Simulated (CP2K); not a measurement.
**Si2W in CP2K: the effect of dispersion**

Crystal: Si2W.

```
W Si
1.0
     4.52671    0.00000    0.00000
     2.24503    3.93077    0.00000
    -3.38587   -1.96538    2.27250
W Si
1 2
Direct
  0.00000 0.00000 0.00000
  0.66530 0.66530 0.00000
  0.33470 0.33470 0.00000
```

Alike in all runs:

```yaml
Program: CP2K 2026.2
Task: single point
Functional: PBE
Potentials_or_basis: POTENTIAL_UZH W GTH-PBE-q14, Si GTH-PBE-q4; TZVP-MOLOPT-PBE-GTH basis
Density_cutoff: 6123 eV
k_mesh: 12 × 12 × 12
Occupations: fermi-dirac, width 0.05 eV
Spin: no spin polarisation
```

| dispersion | pressure (GPa) |
| --- | --- |
| none | 2.5 |
| D3 | -2.4 |
| D3(BJ) | ? |
| D4 | -3.7 |
| rVV10 | 2.0 |
| D3(BJ)+ATM | -3.5 |

Q: What does the run with dispersion D3(BJ) give?

A: Pressure -4.5 GPa.

Caveats: the basis of atomic orbitals isn't converged, which shifts pressures, moduli and gaps; pairwise dispersion overbinds metals, which lowers pressure and volume (some runs).
